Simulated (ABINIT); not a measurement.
# BN (P6_3mc): G0W0 with ABINIT, start to end

Aim: the G0W0 gap of BN (P6_3mc) on PBEsol, step by step.

Program: ABINIT 10.8.3. Level of theory: PBEsol and many-body steps on it, plane waves. Results are calculated unless marked as measured.

The database entry behind the starting cell has ideal inner coordinates that were not refined, so it need not match the best structure at ambient conditions.

### 1. Set-up

It takes space group P6_3mc (No. 186, hexagonal). The conventional cell has a = 2.536 Å, b = 2.536 Å, c = 4.199 Å, α = 90.00°, β = 90.00°, γ = 120.00°. Nearest to B lie 4 N at 1.56 to 1.57 Å. Nearest to N lie 4 B at 1.56 to 1.57 Å. Farther neighbours and most contacts between anions are not listed.

The cell and positions come from the Crystallography Open Database and are kept as given unless a step says otherwise. This is not the form that BN usually takes at ambient conditions.

### 2. Ground state

This step: ABINIT 10.8.3; DFT, PBEsol, plane waves, norm-conserving pseudopotentials.

The ground-state density comes first.

Input file run.abi:

```
acell 3*1.0 Angstrom
rprim 
  2.536000000002 -0.000000000000 0.000000000000
  -1.268000000000 2.196240423999 0.000000000000
  0.000000000000 0.000000000000 4.199000000000
ntypat 2
znucl 5 7
natom 4
typat 1 1 2 2
xred 
  0.666666666667 0.333333333333 0.000000000000
  0.333333333333 0.666666666667 0.500000000000
  0.666666666667 0.333333333333 0.375000000000
  0.333333333333 0.666666666667 0.875000000000
pp_dirpath "pseudos"
pseudos "B.upf, N.upf"
ecut 36
ngkpt 9 9 6
nshiftk 1
shiftk 0 0 0
kptopt 1
chksymbreak 0
nband 14
occopt 1
tolvrs 1e-10
nstep 60
prtwf 0
optforces 0
optstress 0
indata_prefix "in"
outdata_prefix "out"
tmpdata_prefix "tmp"
```

Started as:

```bash
> OMP_NUM_THREADS=1 mpirun -n 4 abinit run.abi > log
```

Numbers of over 12 decimals in the logs are rounded to 6 here.

The program printed:

```text
.Version 10.8.3 of ABINIT. v10.8.2 released Aug 2026.

 Symmetries : space group P6_3 m c (#186); Bravais hP (primitive hexag.)
================================================================================
 Values of the parameters that define the memory need of the present run
     intxc =       0    ionmov =       0      iscf =       7    lmnmax =       4
     lnmax =       4     mgfft =      45  mpssoang =       2    mqgrid =    3001
     natom =       4  nloc_mem =       1    nspden =       1   nspinor =       1
    nsppol =       1      nsym =      12    n1xccc =    2501    ntypat =       2
    occopt =       1   xclevel =       2
-    mband =          14        mffmem =           1         mkmem =          12
       mpw =        1665          nfft =       32805          nkpt =          48
================================================================================
  Rough estimation (10% accuracy) of disk space for files :
================================================================================

--------------------------------------------------------------------------------
------------- Echo of variables that govern the present computation ------------
--------------------------------------------------------------------------------
 -outvars: echo values of preprocessed input variables --------
            acell      1.8897261259E+00  1.8897261259E+00  1.8897261259E+00 Bohr

      chksymbreak           0
             ecut      3.60000000E+01 Hartree
-          fftalg         312

              ixc     -116133
              kpt      0.00000000E+00  0.00000000E+00  0.00000000E+00
                       1.11111111E-01  0.00000000E+00  0.00000000E+00
                       2.22222222E-01  0.00000000E+00  0.00000000E+00
                       3.33333333E-01  0.00000000E+00  0.00000000E+00
                       4.44444444E-01  0.00000000E+00  0.00000000E+00
                       1.11111111E-01  1.11111111E-01  0.00000000E+00
                       2.22222222E-01  1.11111111E-01  0.00000000E+00
                       3.33333333E-01  1.11111111E-01  0.00000000E+00
                       4.44444444E-01  1.11111111E-01  0.00000000E+00
   [... 37 further rows ...]
                       3.33333333E-01  2.22222222E-01  5.00000000E-01
                       3.33333333E-01  3.33333333E-01  5.00000000E-01
         kptrlatt        9    0    0      0    9    0      0    0    6
          kptrlen      4.31311091E+01
P           mkmem          12
            natom           4
            nband          14
            ngfft          27      27      45
             nkpt          48
            nstep          60
             nsym          12
           ntypat           2
              occ      2.000000  2.000000  2.000000  2.000000  2.000000  2.000000
                       2.000000  2.000000  0.000000  0.000000  0.000000  0.000000
                       0.000000  0.000000
        optforces           0
        optstress           0
            prtwf           0
            rprim      2.5360000000E+00 -0.0000000000E+00  0.0000000000E+00
[...]
spgroup         186

           tolvrs      1.00000000E-10

             xred      6.6666666667E-01  3.3333333333E-01 -1.9428902931E-16
[...]
znucl        5.00000    7.00000

================================================================================

 chkinp: Checking input parameters for consistency.

================================================================================
== DATASET  1 ==================================================================
-   mpi_nproc: 4, omp_nthreads: 1 (-1 if OMP is not activated)

--- !DatasetInfo
iteration_state: {dtset: 1, }
dimensions: {natom: 4, nkpt: 48, mband: 14, nsppol: 1, nspinor: 1, nspden: 1, mpw: 1665, }
cutoff_energies: {ecut:  36.0, pawecutdg:  -1.0, }
electrons: {nelect:   1.60000000E+01, charge:   0.00000000E+00, occopt:   1.00000000E+00, tsmear:   1.00000000E-02, }

 Real(R)+Recip(G) space primitive vectors, cartesian coordinates (Bohr,Bohr^-1):
 R(1)=  4.7923455  0.0000000  0.0000000  G(1)=  0.2086661  0.1204734  0.0000000
 R(2)= -2.3961727  4.1502929  0.0000000  G(2)=  0.0000000  0.2409468  0.0000000
 R(3)=  0.0000000  0.0000000  7.9349600  G(3)=  0.0000000  0.0000000  0.1260246
 Unit cell volume ucvol=  1.5782348E+02 bohr^3
 Angles (23,13,12)=  9.00000000E+01  9.00000000E+01  1.20000000E+02 degrees

 getcut: wavevector=  0.0000  0.0000  0.0000  ngfft=  27  27  45
         ecut(hartree)=     36.000   => boxcut(ratio)=   2.01065

--- Pseudopotential description ------------------------------------------------
- B Generated using ONCVPSP code by D. R. Hamann
-  5.00000   3.00000  180301                  znucl, zion, pspdat
12 -116133 1 -1 1534                          pspcod,pspxc,lmax,lloc,mmax
     nproj     2     2
  pspatm : epsatm=    3.20154509
         --- l  ekb(1:nproj) -->
[...]
pspatm: atomic psp has been read  and splines computed

- N Generated using ONCVPSP code by D. R. Hamann
-  7.00000   5.00000  180301                  znucl, zion, pspdat
12 -116133 1 -1 1058                          pspcod,pspxc,lmax,lloc,mmax
     nproj     2     2
  pspatm : epsatm=    5.26508482
         --- l  ekb(1:nproj) -->
[...]
pspatm: atomic psp has been read  and splines computed

   2.70932157E+02                                ecore*ucvol(ha*bohr**3)
--------------------------------------------------------------------------------

_setup2: Arith. and geom. avg. npw (full set) are    1627.907    1627.882

================================================================================

--- !BeginCycle
iteration_state: {dtset: 1, }
solver: {iscf: 7, nstep: 60, nline: 4, wfoptalg: 0, }
tolerances: {tolvrs: 1.00E-10, }

     iter   Etot(hartree)      deltaE(h)  residm     vres2
 ETOT  1  -26.654350494528    -2.665E+01 8.791E-02 1.809E+02
 ETOT  2  -26.689069441428    -3.472E-02 2.953E-02 1.187E+02
 ETOT  3  -26.741001070366    -5.193E-02 7.529E-03 6.757E-01
 ETOT  4  -26.741292587587    -2.915E-04 4.991E-03 5.689E-03
 ETOT  5  -26.741293995129    -1.408E-06 3.127E-03 4.254E-05
 ETOT  6  -26.741294004175    -9.046E-09 1.660E-03 7.629E-07
 ETOT  7  -26.741294004378    -2.031E-10 1.794E-03 2.018E-08
 ETOT  8  -26.741294004385    -6.374E-12 9.654E-04 1.023E-10
 ETOT  9  -26.741294004385     1.918E-13 9.999E-04 2.472E-12

 At SCF step    9       vres2   =  2.47E-12 < tolvrs=  1.00E-10 =>converged.

--- !ResultsGS
iteration_state: {dtset: 1, }
comment   : Summary of ground state results
lattice_vectors:
- [  4.7923455,  -0.0000000,   0.0000000, ]
- [ -2.3961727,   4.1502929,   0.0000000, ]
- [  0.0000000,   0.0000000,   7.9349600, ]
lattice_lengths: [   4.79235,    4.79235,    7.93496, ]
lattice_angles: [ 90.000,  90.000, 120.000, ] # degrees, (23, 13, 12)
lattice_volume:   1.5782348E+02
convergence: {deltae:  1.918E-13, res2:  2.472E-12, residm:  9.999E-04, diffor:  0.000E+00, }
etotal    :  -2.67412940E+01
entropy   :   0.00000000E+00
fermie    :   3.13182380E-01
cartesian_stress_tensor: null
pressure_GPa: null
xred      :
- [  6.6667E-01,   3.3333E-01,  -1.9429E-16,  B]
- [  3.3333E-01,   6.6667E-01,   5.0000E-01,  B]
- [  6.6667E-01,   3.3333E-01,   3.7500E-01,  N]
- [  3.3333E-01,   6.6667E-01,   8.7500E-01,  N]
cartesian_forces: null
force_length_stats: {min: null, max: null, mean: null, }

 Integrated electronic density in atomic spheres:
 ------------------------------------------------
 Atom  Sphere_radius  Integrated_density
[...]
4        2.00000          5.74574344
================================================================================

 ----iterations are completed or convergence reached----

 Mean square residual over all n,k,spin=   57.950E-07; max=  99.993E-05
 reduced coordinates (array xred) for    4 atoms
       0.666666666667      0.333333333333     -0.000000000000
       0.333333333333      0.666666666667      0.500000000000
       0.666666666667      0.333333333333      0.375000000000
       0.333333333333      0.666666666667      0.875000000000
 rms dE/dt=  0.0000E+00; max dE/dt=  0.0000E+00; dE/dt below (all hartree)
    1       0.000000000000      0.000000000000      0.000000000000
    2       0.000000000000      0.000000000000      0.000000000000
    3       0.000000000000      0.000000000000      0.000000000000
    4       0.000000000000      0.000000000000      0.000000000000

 cartesian coordinates (angstrom) at end:
    1      1.268000     0.732080    -0.000000
    2      6.7e-13     1.464160     2.099500
    3      1.268000     0.732080     1.574625
    4      6.7e-13     1.464160     3.674125
 length scales=  1.889726125908  1.889726125908  1.889726125908 bohr
              =  1.000000000000  1.000000000000  1.000000000000 angstroms
 prteigrs : about to open file out_EIG
 Fermi (or HOMO) energy (hartree) =   0.31318   Average Vxc (hartree)=  -0.48363
 Eigenvalues (hartree) for nkpt=  48  k points:
 kpt#   1, nband= 14, wtk=  0.00206, kpt=  0.0000  0.0000  0.0000 (reduced coord)
  -0.44125   -0.28497   -0.09466    0.23440    0.23440    0.30390    0.31318    0.31318
   0.62356    0.62356    0.62966    0.66947    0.71368    0.75417
 prteigrs : prtvol=0 or 1, do not print more k-points.

--- !EnergyTerms
iteration_state     : {dtset: 1, }
comment             : Components of total free energy in Hartree
kinetic             :  1.88154370718603E+01
hartree             :  3.54694844645594E+00
xc                  : -8.68454557756272E+00
Ewald energy        : -2.63954347709457E+01
psp_core            :  1.71667842266042E+00
local_psp           : -1.35821952004040E+01
non_local_psp       : -2.15818239644881E+00
total_energy        : -2.67412940043845E+01
total_energy_eV     : -7.27667679870643E+02
band_energy         :  2.52404373944826E-01

== END DATASET(S) ==============================================================
================================================================================

 -outvars: echo values of variables after computation  --------
           etotal     -2.6741294004E+01
            nband          14
             nkpt          48
          spgroup         186
 [... the other variables as echoed above ...]

 Calculation completed.
```

The job ended after 8 s (4 MPI ranks of Arm Neoverse V2, shared host; peak memory 0.26 GiB; 32 s of CPU time).

This step gave:

```yaml
total_energy: -727.6677 eV
gap: 5.041 eV
k_of_the_valence_top: 0, 0, 0
k_of_the_conduction_bottom: 0.3333, 0.3333, 0
least_direct_gap: 8.317 eV
```

The gap is indirect, with the least direct gap 3.28 eV higher.

(Part 1 of 3 ends here.)

[Paths, hosts, dates, memory and timing lines, banners, echoed tables and standing remarks are left out of the program output.]

[Logs are printed without paths, hosts, clocks, repeated set-up lines and the standing remarks that a program may print on its own settings, such as how far it seeks lower states.]

[Runs of the session that timed out or met a known fault of the program may be left out.]

[Hosts, paths, dates, database ids (printed as entryN), source tags and the programs' standing remarks are cut or masked in the printed files.]

[G0W0 gaps are taken among the corrected bands and points alone; a level outside them can change the order at an edge.]

[Where Ansatz stands beside ABINIT at settings called matched, ABINIT's density can come from a denser mesh and the files from another edition; pairs whose starting gaps differed by over 0.03 eV were left out, so agreement reads better than it is.]
